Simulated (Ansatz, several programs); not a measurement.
LiCl in the NiAs-type structure, relaxed with PBE in Ansatz (plane waves, PAW): space group P6_3/mmc (No. 194), hexagonal; conventional cell a = 3.600 Å, c = 6.071 Å, 17.04 Å³ an atom. Around Li lie 6 Cl at 2.57 Å; around Cl lie 6 Li at 2.57 Å. The cell was then scaled with its shape and fractional coordinates held, which makes it stiffer than a relaxed compression. No spin polarisation. The prototype was imposed, so other structures may be more stable.

```tsv
V (Å³/atom)	E (meV/atom)
16.016	7.00
16.528	1.69
17.039	0.00
18.061	5.39
```

(1) Pass a cubic E = c₀ + c₁u + c₂u² + c₃u³, with u = V − 16.911 Å³, through these points.

(2) Where is the minimum, and what bulk modulus follows?

(3) Predict the energy and the pressure at the withheld volume, 17.550 Å³.

Results:

(1) c₀ = 0.11, c₁ = -1.661, c₂ = 6.170, c₃ = -0.6393 (meV and Å³).

(2) dE/du = 0 at u = +0.138, so V₀ = 17.05 Å³. B = V₀ d²E/dV² = 17.05 × (2c₂ + 6c₃u) = 17.05 × 11.812 = 201 meV/Å³, and 1 meV/Å³ is 0.16022 GPa: 32 GPa. A third-order Birch-Murnaghan fit to all five points gives 17.05 Å³ and 32 GPa.

(3) With u = +0.639: E ≈ 1.40 meV and P = −dE/dV ≈ -0.87 GPa. The run gives 1.38 meV and, from its stress, -0.87 GPa.
